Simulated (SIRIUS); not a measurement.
Crystal: Al.

```
Al
1.0
     2.86351    0.00000    0.00000
     1.43175    2.47987    0.00000
     1.43175    0.82662    2.33804
Al
1
Cartesian
  0.0000 0.0000 0.0000
```

| Quantity | Value |
| --- | --- |
| Program | SIRIUS 7.12.0 |
| Task | relaxation of cell and atoms |
| Functional | BLYP |
| Dispersion | D4 |
| Potentials or basis | PseudoDojo 0.4.1 PBE standard (scalar relativistic) |
| Cutoff | 557 eV |
| Density cutoff | 2229 eV |
| k mesh | 11 × 11 × 11 |
| Occupations | fermi-dirac, width 0.05 eV |
| Spin | no spin polarisation |

At the start: pressure -2.0 GPa; volume 16.60 Å³/atom.

**Question.** How do energy, volume and symmetry change on relaxing?

**Answer.** Over 3 steps the energy falls by 2.9 meV/atom and the volume is 16.13 Å³/atom (-2.8 %); space group Fm-3m (No. 225, to 0.05 Å).

The path:
```
step  energy change (eV)  largest force (eV/Å)  pressure (GPa)  volume (Å³)
   1              0.0000                0.0000           -1.95        16.60
   2             -0.0015                0.0000           -1.38        16.46
   3             -0.0029                0.0000            0.06        16.13
```

Final structure:
```
Al
1.0
     2.83622    0.00000    0.00000
     1.41811    2.45624    0.00000
     1.41811    0.81875    2.31576
Al
1
Cartesian
  0.0000 0.0000 0.0000
```

Caveat: the potentials were made for another functional, which shifts forces and pressure; pairwise dispersion overbinds metals, which lowers pressure and volume.
